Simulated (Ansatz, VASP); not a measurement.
Given: the input of a run of Ansatz 0.2.0 on Rh.

input.yaml

```yaml
crystal:
  lattice:
    - [0.0, 1.8591074964, 1.8591074964]
    - [1.8591074964, 0.0, 1.8591074964]
    - [1.8591074964, 1.8591074964, 0.0]
  atoms:
    - { symbol: Rh, position: [0.0, 0.0, 0.0] }
hamiltonian:
  xc: pbesol
  pseudopotentials: { kind: paw }
kpoints:
  mp_grid: { grid: [12, 12, 12] }
scf:
  occupations: { method: fermi_dirac, width: 0.05 }
output:
  forces: true
  stress: true
  eigenvalues: true
```

Potentials or basis: Ansatz PAW.

Command:

```sh
$ ansatz run input.yaml --threads 1 --pin off --max-ram 3584MiB --backend cpu --events-out ev --progress --plain --runs-dir out
```

**Question.** Translate it to VASP 6.6.1. Potentials there: VASP PAW PBE potentials, release 64 (Rh_pv).

**Answer.** As run (the cutoff follows the program's own potentials):

File INCAR:

```
SYSTEM = Rh
  PREC = Accurate
  ENCUT = 520
  EDIFF = 1E-7
  ISMEAR = -1
  SIGMA = 0.05
  LREAL = .False.
  LASPH = .True.
  NELM = 100
  ALGO = Normal
  ISIF = 2
  LWAVE = .False.
  LCHARG = .False.
  GGA = PS
  NBANDS = 14
```

File KPOINTS:

```
Automatic mesh
0
Gamma
  12 12 12
  0 0 0
```

File POSCAR:

```
Rh
1.0
    0.0000000000      1.8591074964      1.8591074964
    1.8591074964      0.0000000000      1.8591074964
    1.8591074964      1.8591074964      0.0000000000
Rh
1
Direct
    0.0000000000      0.0000000000      0.0000000000
```

Potentials or basis: VASP PAW PBE potentials, release 64 (Rh_pv).

Command:

```console
$ cat potpaw_PBE.64/Rh_pv/POTCAR > POTCAR
$ mpirun -np 1 vasp_std > vasp.out
```

Both were run:

|  | VASP | Ansatz | Ansatz less VASP |
| --- | --- | --- | --- |
| gap on the k mesh at the Fermi level (eV) | none | none | - |
| pressure (GPa) | 16.3 | 16.4 | +0.08 |

A gap of «none» marks a metal or a gap that the smearing closes. With one functional, cell and mesh, what is left measures potentials, basis and numerics. The two sets of potentials don't hold the same shells in valence.

Caveats: the PAW data sets were made with another functional, which shifts forces and pressure a little (VASP); the PAW data sets come from PBE, with cores solved anew for the run's functional, which leaves a small shift of forces and pressure (Ansatz).
